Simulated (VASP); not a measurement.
# COH4 in VASP: notebook

One molecule, COH4, is run at these levels: PBE, RPBE, RPBE+D3(BJ), r2SCAN+rVV10; tasks: single point.

All numbers are computed with VASP 6.6.1; they aren't measurements. Logs are shortened: lines on timing, memory, paths and dates and some standing lists are left out, and cuts for length are marked.

## Step 1: The structure

The cell holds a molecule in a box, 6 atoms: a = 12.621 Å, b = 13.121 Å, c = 13.621 Å, α = 90.00°, β = 90.00°, γ = 90.00°.

## Step 2: Single point, PBE

The input, INCAR:

```
  PREC = Accurate
  ENCUT = 400
  EDIFF = 1E-7
  ISMEAR = 0
  SIGMA = 0.01
  LREAL = F
  LASPH = T
  NELM = 80
  ALGO = Normal
  ISIF = 2
  LWAVE = F
  LCHARG = F
  GGA = PE
  ISYM = 0
```

The input, KPOINTS:

```
Automatic mesh
0
Gamma
  1 1 1
```

The input, POSCAR:

```
H4CO                                    
1.0
   12.6210574607      0.0000000000      0.0000000000
    0.0000000000     13.1210574607      0.0000000000
    0.0000000000      0.0000000000     13.6210574607
  C               O               H             
     1     1     4
Selective dynamics
Direct
     0.5262420378000030    0.4967749730000008    0.4914515007999967   F   F   F
     0.4128769277311963    0.4984969796796579    0.4927466630877602   T   T   T
     0.5497473699347863    0.4473510377244118    0.4301747011548663   T   T   T
     0.5602413191462704    0.5732598124107456    0.4790777591925320   T   T   T
     0.5595304304556354    0.4649720667384932    0.5598929078157868   T   T   T
     0.3903845693058945    0.5420150726232672    0.5466618284244251   T   T   T
```

Potentials or basis: VASP PAW PBE potentials, release 64 (C, O, H).

The run is started by

```sh
> cat potpaw_PBE.64/C/POTCAR potpaw_PBE.64/O/POTCAR potpaw_PBE.64/H/POTCAR > POTCAR
> mpirun -np 1 vasp_gam > vasp.out
```

OUTCAR:

```text
PREC = Accurate
   ENCUT = 400
   EDIFF = 1E-7
   ISMEAR = 0
   LREAL = F
   LASPH = T
   NELM = 80
   ISIF = 2
   GGA = PE
   ISYM = 0

 ion  position               nearest neighbor table
   1  0.526  0.497  0.491-   3 1.10   4 1.10   5 1.10   2 1.43
   2  0.413  0.498  0.493-   6 0.97   1 1.43
   3  0.550  0.447  0.430-   1 1.10
   4  0.560  0.573  0.479-   1 1.10
   5  0.560  0.465  0.560-   1 1.10
   6  0.390  0.542  0.547-   2 0.97

IMPORTANT INFORMATION: All symmetrisations will be switched off!
NOSYMM: (Re-)initialisation of all symmetry stuff for point group C_1.

----------------------------------------------------------------------------------------

                                     Primitive cell

  volume of cell :    2255.6692

  direct lattice vectors                    reciprocal lattice vectors
    12.621057461  0.000000000  0.000000000     0.079232664  0.000000000  0.000000000
     0.000000000 13.121057461  0.000000000     0.000000000  0.076213369  0.000000000
     0.000000000  0.000000000 13.621057461     0.000000000  0.000000000  0.073415739

  length of vectors
    12.621057461 13.121057461 13.621057461     0.079232664  0.076213369  0.073415739

  position of ions in fractional coordinates (direct lattice)
     0.526242038  0.496774973  0.491451501
     0.412876928  0.498496980  0.492746663
     0.549747370  0.447351038  0.430174701
     0.560241319  0.573259812  0.479077759
     0.559530430  0.464972067  0.559892908
     0.390384569  0.542015073  0.546661828

  ion indices of the primitive-cell ions
   primitive index   ion index
                 1           1
                 2           2
                 3           3
                 4           4
                 5           5
                 6           6

----------------------------------------------------------------------------------------

 KPOINTS: Automatic mesh

Automatic generation of k-mesh.
 Grid dimensions read from file:
 generate k-points for:    1    1    1

 Generating k-lattice:

  Cartesian coordinates                     Fractional coordinates (reciprocal lattice)
     0.079232664  0.000000000  0.000000000     1.000000000  0.000000000  0.000000000
     0.000000000  0.076213369  0.000000000     0.000000000  1.000000000  0.000000000
     0.000000000  0.000000000  0.073415739     0.000000000  0.000000000  1.000000000

  Length of vectors
     0.079232664  0.076213369  0.073415739

  Shift w.r.t. Gamma in fractional coordinates (k-lattice)
     0.000000000  0.000000000  0.000000000

 Subroutine IBZKPT returns following result:
 ===========================================

 Found      1 irreducible k-points:

 Following reciprocal coordinates:
            Coordinates               Weight
  0.000000  0.000000  0.000000      1.000000
   k-points           NKPTS =      1   k-points in BZ     NKDIM =      1   number of bands    NBANDS=     11
   number of dos      NEDOS =    301   number of ions     NIONS =      6
   total plane-waves  NPLWV = 680400
   dimension x,y,z NGX =    84 NGY =   90 NGZ =   90
   dimension x,y,z NGXF=   168 NGYF=  180 NGZF=  180
   ions per type =               1   1   4
   NGX,Y,Z   is equivalent  to a cutoff of  11.06, 11.40, 10.98 a.u.
   NGXF,Y,Z  is equivalent  to a cutoff of  22.13, 22.81, 21.97 a.u.
 SYSTEM =  unknown system
   PREC   = accura    normal or accurate (medium, high low for compatibility)
   ISTART =      0    job   : 0-new  1-cont  2-samecut
   ICHARG =      2    charge: 1-file 2-atom 10-const
   ISPIN  =      1    spin polarized calculation?
   LNONCOLLINEAR =      F non collinear calculations
   LSORBIT =      F    spin-orbit coupling
   LASPH  =      T    aspherical Exc in radial PAW
   ENCUT  =  400.0 eV  29.40 Ry    5.42 a.u.  20.58 21.40 22.21*2*pi/ulx,y,z
   NELM   =     80;   NELMIN=  2; NELMDL= -5     # of ELM steps
   EDIFF  = 0.1E-06   stopping-criterion for ELM
   LREAL  =      F    real-space projection
   EDIFFG = 0.1E-05   stopping-criterion for IOM
   NSW    =      0    number of steps for IOM
   IBRION =     -1    ionic relax: 0-MD 1-quasi-New 2-CG
   NFREE  =      0    steps in history (QN), initial steepest desc. (CG)
   ISIF   =      2    stress and relaxation
   ISYM   =      0    0-nonsym 1-usesym 2-fastsym
   POTIM  = 0.5000    time-step for ionic-motion
   TEBEG  =    0.0;   TEEND  =   0.0 temperature during run
   PSTRESS=    0.0 pullay stress
   NELECT =      14.0000    total number of electrons
   NUPDOWN=      -1.0000    fix difference up-down
   EMIN   =  10.00;   EMAX   =-10.00  energy-range for DOS
   EFERMI =   0.00;   METHOD = LEGACY
   ISMEAR =     0;   SIGMA  =   0.01  broadening in eV -4-tet -1-fermi 0-gaus
   EFERMI_NEDOS =   21; number of points for ismear=-14 and -15
   IALGO  =     38    algorithm
   IMIX   =      4    mixing-type and parameters
     AMIX     =   0.40;   BMIX     =  1.00
     AMIX_MAG =   1.60;   BMIX_MAG =  1.00
  volume/ion in A,a.u.               =     375.94      2537.00
  Fermi-wavevector in a.u.,A,eV,Ry     =   0.300856  0.568536  1.231524  0.090514
  Thomas-Fermi vector in A             =   1.169589
   LORBIT       =      0    0 simple, 1 ext, 2 COOP (PROOUT), +10 PAW based schemes
   GGA     = PE    functional components
   LHFCALC =     F    Hartree Fock is set to
   AEXX    =    0.0000 exact exchange contribution
   IVDW    =     0    specifies the selected vdW correction
   LEPSILON=     F    determine dielectric tensor
   LRPA    =     F    only Hartree local field effects (RPA)
 non-spin polarized calculation
 Gauss-broadening in eV      SIGMA  =   0.01
  energy-cutoff  :      400.00
  volume of cell :     2255.67
 maximum number of plane-waves:     20502
 NGX is ok and might be reduce to    84
   NGX = 41   NGY = 43   NGZ = 45

 number of electron      14.0000000 magnetization

 Free energy of the ion-electron system (eV)
  ---------------------------------------------------
  ext. energy  EPLUGINS =         0.00000000
  ---------------------------------------------------
  free energy    TOTEN  =       -30.23021955 eV

  energy without entropy =      -30.23021955  energy(sigma->0) =      -30.23021955

 E-fermi :  -6.1391     XC(G=0):  -0.4127

 val. band max:       -6.2158087119   @ k =   0.0000   0.0000   0.0000
 cond. band min:      -0.6572895101   @ k =   0.0000   0.0000   0.0000
 fundamental gap:      5.5585192018
 Fermi energy:        -6.1390744530

 k-point     1 :       0.0000    0.0000    0.0000
  band No.  band energies     occupation
      1     -25.3359      2.00000
      2     -16.7327      2.00000
      3     -12.3659      2.00000
      4     -10.5101      2.00000
      5     -10.2347      2.00000
      6      -7.9154      2.00000
      7      -6.2158      2.00000
      8      -0.6573      0.00000
      9      -0.0325      0.00000
     10       0.3756      0.00000
     11       0.5039      0.00000

------------------------ aborting loop because EDIFF is reached ----------------------------------------

  FORCE on cell =-STRESS in cart. coord.  units (eV):
  Direction    XX          YY          ZZ          XY          YZ          ZX
  --------------------------------------------------------------------------------------
  -------------------------------------------------------------------------------------
  Total       -0.8531931     -1.1157655     -1.1058616     -0.0121103      0.0489542     -0.0132872
  in kB       -0.6060138     -0.7925161     -0.7854815     -0.0086018      0.0347717     -0.0094378
  external PRESSURE =      -0.7280038 kB  Pullay stress =       0.0000000 kB

 VOLUME and BASIS-vectors are now :
 -----------------------------------------------------------------------------
  energy-cutoff  :      400.00
  volume of cell :     2255.67
      direct lattice vectors                 reciprocal lattice vectors
    12.621057461  0.000000000  0.000000000     0.079232664  0.000000000  0.000000000
     0.000000000 13.121057461  0.000000000     0.000000000  0.076213369  0.000000000
     0.000000000  0.000000000 13.621057461     0.000000000  0.000000000  0.073415739

 POSITION                                       TOTAL-FORCE (eV/Angst)
 -----------------------------------------------------------------------------------
      6.64173      6.51821      6.69409        -0.005786      0.014892      0.019581
      5.21094      6.54081      6.71173         0.011588      0.007098      0.010347
      6.93839      5.86972      5.85943        -0.017383      0.000283      0.000091
      7.07084      7.52177      6.52555         0.009486     -0.002960     -0.005225
      7.06187      6.10093      7.62633         0.010158     -0.004107     -0.004404
      4.92707      7.11181      7.44611        -0.008064     -0.015207     -0.020390
 -----------------------------------------------------------------------------------
    total drift:                                0.000474     -0.000535     -0.000298

  FREE ENERGIE OF THE ION-ELECTRON SYSTEM (eV)
  ---------------------------------------------------
  free  energy   TOTEN  =       -30.2302195463 eV

  energy  without entropy=      -30.2302195463  energy(sigma->0) =      -30.23021955
```

It took 52 s on 1 thread of AMD EPYC 9R45 (Zen 5), shared host; peak memory 1.1 GiB.

What came out:

| Property | Result |
| --- | --- |
| Free energy | -30.2302 eV |
| Largest force | 0.027 eV/Å |
| Gap between the frontier levels | 5.56 eV |

Forces on the atoms (eV/Å):
```
C   -0.006  0.015  0.020
O    0.012  0.007  0.010
H   -0.017  0.000  0.000
H    0.009 -0.003 -0.005
H    0.010 -0.004 -0.004
H   -0.008 -0.015 -0.020
```

Caveat: the cutoff is under 1.25 times the usual one of these potentials, so pressure, stress and relaxed cells hold a basis-set (Pulay) error.

## Step 3: Single point, RPBE

INCAR, as its differences from that of step 2:

```diff
@@ -12,3 +12,3 @@
   LCHARG = F
-  GGA = PE
+  GGA = RP
   ISYM = 0
```

KPOINTS is that of step 2.

POSCAR is that of step 2.

Potentials or basis: VASP PAW PBE potentials, release 64 (C, O, H).

The run is started by

```sh
> cat potpaw_PBE.64/C/POTCAR potpaw_PBE.64/O/POTCAR potpaw_PBE.64/H/POTCAR > POTCAR
> mpirun -np 1 vasp_gam > vasp.out
```

Wall time 53 s (1 thread of AMD EPYC 9R45 (Zen 5), shared host); peak memory 1.1 GiB.

The run converged. Its results:

| Quantity | Value |
| --- | --- |
| Free energy | -29.9493 eV |
| Largest force | 0.256 eV/Å |
| Gap between the frontier levels | 5.46 eV |

Forces in eV/Å, atoms in the order of the input:
```
C    0.197  0.013  0.018
O   -0.256 -0.002 -0.004
H   -0.003 -0.025 -0.033
H    0.035  0.038 -0.010
H    0.036 -0.019  0.034
H   -0.010 -0.004 -0.006
```

Levels at points of the mesh, in eV from the valence-band top:
| k point | band 3 | band 4 | band 5 | band 6 | band 7 | band 8 | band 9 | band 10 | band 11 |
| --- | --- | --- | --- | --- | --- | --- | --- | --- | --- |
| (0.00, 0.00, 0.00) | -6.15 | -4.30 | -4.01 | -1.72 | 0.00 | 5.46 | 6.09 | 6.53 | 6.64 |

Caveat: the cutoff is under 1.25 times the usual one of these potentials, so pressure, stress and relaxed cells hold a basis-set (Pulay) error; the PAW data sets were made with another functional, which shifts forces and pressure a little.

## Step 4: Single point, RPBE+D3(BJ)

INCAR, as its differences from that of step 3:

```diff
@@ -13,2 +13,3 @@
   GGA = RP
+  IVDW = 12
   ISYM = 0
```

KPOINTS is that of step 3.

POSCAR is that of step 3.

The run is started by

```sh
> cat potpaw_PBE.64/C/POTCAR potpaw_PBE.64/O/POTCAR potpaw_PBE.64/H/POTCAR > POTCAR
> mpirun -np 1 vasp_gam > vasp.out
```

It took 54 s on 1 thread of AMD EPYC 9R45 (Zen 5), shared host; peak memory 1.1 GiB.

Results (log left out):

| Quantity | Value |
| --- | --- |
| Free energy | -30.2240 eV |
| Largest force | 0.222 eV/Å |
| Gap between the frontier levels | 5.46 eV |
| Dispersion energy per atom | -0.046 eV |

Forces in eV/Å, atoms in the order of the input:
```
C    0.183  0.016  0.023
O   -0.222 -0.003 -0.005
H   -0.015 -0.015 -0.020
H    0.017  0.024 -0.004
H    0.018 -0.010  0.022
H    0.019 -0.012 -0.016
```

Levels at points of the mesh, in eV from the valence-band top:
| k point | band 4 | band 5 | band 6 | band 7 | band 8 | band 9 | band 10 | band 11 |
| --- | --- | --- | --- | --- | --- | --- | --- | --- |
| (0.00, 0.00, 0.00) | -4.30 | -4.01 | -1.72 | 0.00 | 5.46 | 6.09 | 6.53 | 6.64 |

Caveat: the cutoff is under 1.25 times the usual one of these potentials, so pressure, stress and relaxed cells hold a basis-set (Pulay) error; the PAW data sets were made with another functional, which shifts forces and pressure a little.

## Step 5: Single point, r2SCAN+rVV10

INCAR, as its differences from that of step 4:

```diff
@@ -12,4 +12,8 @@
   LCHARG = F
-  GGA = RP
-  IVDW = 12
+  METAGGA = R2SCAN
+  LMIXTAU = T
+  LUSE_VDW = T
+  IVDW_NL = 2
+  BPARAM = 11.95
+  CPARAM = 0.0093
   ISYM = 0
```

KPOINTS is that of step 4.

POSCAR is that of step 4.

The run is started by

```sh
> cat potpaw_PBE.64/C/POTCAR potpaw_PBE.64/O/POTCAR potpaw_PBE.64/H/POTCAR > POTCAR
> mpirun -np 1 vasp_gam > vasp.out
```

It took 26 min on 1 thread of AMD EPYC 9R45 (Zen 5), shared host; peak memory 3.8 GiB.

The run converged. Its results:

```
Free energy                     : -31.5563 eV
Largest force                   : 0.403 eV/Å
Gap between the frontier levels : 6.41 eV
```

Forces in eV/Å, atoms in the order of the input:
```
C    0.079 -0.013 -0.015
O    0.122  0.230  0.298
H   -0.100  0.136  0.175
H   -0.109 -0.198  0.031
H   -0.106  0.081 -0.184
H    0.114 -0.237 -0.306
```

Levels at points of the mesh, in eV from the valence-band top:
```tsv
k point	band 5	band 6	band 7	band 8	band 9	band 10
(0.00, 0.00, 0.00)	-4.06	-1.71	0.00	6.41	6.95	7.32
```

Caveat: the cutoff is under 1.25 times the usual one of these potentials, so pressure, stress and relaxed cells hold a basis-set (Pulay) error; the PAW data sets were made with another functional, which shifts forces and pressure a little. r2SCAN opens gaps a little over a GGA but as a rule still falls short of measured ones.

## Step 6: The runs side by side

```csv
level,gap on the mesh (eV),largest force (eV/Å)
PBE,5.56,0.03
RPBE,5.46,0.26
RPBE+D3(BJ),5.46,0.22
r2SCAN+rVV10,6.41,0.40
```

Alike in all rows: task single point; potentials or basis VASP PAW PBE potentials, release 64 (C, O, H); no spin polarisation; cell as given; k mesh 1 × 1 × 1; cutoff (eV) 400; smearing gaussian 0.01 eV.

On the cell as given the gap runs from 5.46 eV (RPBE) to 6.41 eV (r2SCAN+rVV10).

Caveats: the cutoff is under 1.25 times the usual one of these potentials, so pressure, stress and relaxed cells hold a basis-set (Pulay) error; the PAW data sets were made with another functional, which shifts forces and pressure a little (some runs).

Absolute energies hang on the potentials; compare differences alone.
